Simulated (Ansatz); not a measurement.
Geometry optimisation, DFT PBE, scalar-relativistic, plane waves, PAW in Ansatz.

Input:

```yaml
crystal:
  lattice:
    - [6.42, 0.0, 0.0]
    - [4.815, 8.339825, 0.0]
    - [0.0, 0.0, 17.21304]
  atoms:
    - { symbol: Mg, position: [0.0, 0.0, 0.0580955] }
    - { symbol: Mg, position: [0.5, 0.0, 0.0580955] }
    - { symbol: Mg, position: [0.0, 0.3333333, 0.0580955] }
    - { symbol: Mg, position: [0.5, 0.3333333, 0.0580955] }
    - { symbol: Mg, position: [0.0, 0.6666667, 0.0580955] }
    - { symbol: Mg, position: [0.5, 0.6666667, 0.0580955] }
    - { symbol: Mg, position: [-0.1666667, 0.2222222, 0.2095225] }
    - { symbol: Mg, position: [0.3333333, 0.2222222, 0.2095225] }
    - { symbol: Mg, position: [-0.1666667, 0.5555556, 0.2095225] }
    - { symbol: Mg, position: [0.3333333, 0.5555556, 0.2095225] }
    - { symbol: Mg, position: [-0.1666667, 0.8888889, 0.2095225] }
    - { symbol: Mg, position: [0.3333333, 0.8888889, 0.2095225] }
    - { symbol: Mg, position: [0.0, 0.0, 0.3609496] }
    - { symbol: Mg, position: [0.5, 0.0, 0.3609496] }
    - { symbol: Mg, position: [0.0, 0.3333333, 0.3609496] }
    - { symbol: Mg, position: [0.5, 0.3333333, 0.3609496] }
    - { symbol: Mg, position: [0.0, 0.6666667, 0.3609496] }
    - { symbol: Mg, position: [0.5, 0.6666667, 0.3609496] }
    - { symbol: O, position: [0.0032036, 0.1615895, 0.4440262] }
    - { symbol: H, position: [0.0509147, 0.1602359, 0.498055] }
basis:
  ecutwfc: 420.0
kpoints:
  mp_grid: { grid: [3, 2, 1] }
hamiltonian:
  xc: pbe
scf:
  occupations: { method: gaussian, width: 0.05 }
  lower_state_search: "off"
relax:
  f_tol: 0.03
  max_steps: 60
  adjacent_minimum: "off"
  constraints: [{ sites: [0, 1, 2, 3, 4, 5] }]
```

Run as:

```bash
$ ansatz run input.yaml --threads 4 --pin off --max-ram 10240MiB --backend cpu --events-out ev --progress --plain --runs-dir out
```

Q: Where does it end, and by what steps?

A: The forces met the threshold. The force dipped under the threshold on the way, but the program's further checks kept it going. Limits of this set-up: coarse k mesh, thin slab, slab without dipole correction, odd electron count without spin, a typed lattice constant that wasn't relaxed here. After 10 steps the energy has fallen by 0.521 eV; O19 moved furthest, 0.93 Å. Joined: Mg14–O19 (3.11 → 2.10 Å).

| step | energy less start (eV) | largest force component (eV/Å) | accepted |
| --- | --- | --- | --- |
| 0 | 0.0000 | 1.035 | yes |
| 1 | -0.1850 | 0.916 | yes |
| 2 | -0.2656 | 0.614 | yes |
| 3 | -0.2740 | 0.097 | yes |
| 4 | -0.2875 | 0.210 | yes |
| 5 | -0.3395 | 0.401 | yes |
| 6 | -0.4123 | 0.394 | yes |
| 7 | -0.4857 | 0.276 | yes |
| 8 | -0.5078 | 0.252 | yes |
| 9 | -0.5215 | 0.017 | yes |
| 10 | -0.5215 | 0.017 | yes |

```xyz
20
Lattice="6.4200 0.0000 0.0000 4.8150 8.3398 0.0000 0.0000 0.0000 17.2130" Properties=species:S:1:pos:R:3
Mg 0.000 0.000 1.000
Mg 3.210 0.000 1.000
Mg 1.605 2.780 1.000
Mg 4.815 2.780 1.000
Mg 3.210 5.560 1.000
Mg 6.420 5.560 1.000
Mg -0.013 1.876 3.673
Mg 3.179 1.838 3.675
Mg 1.587 4.626 3.637
Mg 4.801 4.662 3.639
Mg 3.189 7.426 3.683
Mg 6.414 7.416 3.715
Mg -0.043 0.007 6.381
Mg 3.195 0.013 6.380
Mg 1.584 2.789 6.383
Mg 4.776 2.842 6.215
Mg 3.183 5.585 6.305
Mg 6.391 5.503 6.262
O 1.571 0.925 7.357
H 1.573 0.939 8.332
```

Whether the end is a true minimum wasn't checked by a vibrational analysis.

Run time: 48 s on 4 threads of Intel(R) Xeon(R) Platinum 8488C (Sapphire Rapids), with other jobs on the host, peak memory 1.9 GiB.
